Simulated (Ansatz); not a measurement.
SrF$_{2}$:
```yaml
crystal:
  lattice:
    - [0.00000, 2.87911, 2.87911]
    - [2.87911, 0.00000, 2.87911]
    - [2.87911, 2.87911, 0.00000]
  atoms:
    - { symbol: Sr, position: [0.00000, 0.00000, 0.00000] }
    - { symbol: F, position: [0.75000, 0.75000, 0.75000] }
    - { symbol: F, position: [0.25000, 0.25000, 0.25000] }
```

Plane-wave PAW PBEsol (Ansatz code) gives a gap of 6.90 eV without spin–orbit coupling, maximum at X, minimum at Γ.

Question: What happens when spin–orbit coupling is switched on?

Answer: The gap stays essentially unchanged, to 6.90 eV; maximum at X, minimum at Γ.

Question: Give the electron effective mass with spin–orbit coupling.

Answer: 0.51 mₑ (isotropic).

Question: Give the hole effective mass with spin–orbit coupling.

Answer: 0.86, 8.2, 8.2 mₑ (principal values).

Space group Fm-3m (fluorite). Symmetry was held in the PBEsol relaxation; phonons on a q-mesh show no instability.

Potentials: the later of the program's two PAW sets.
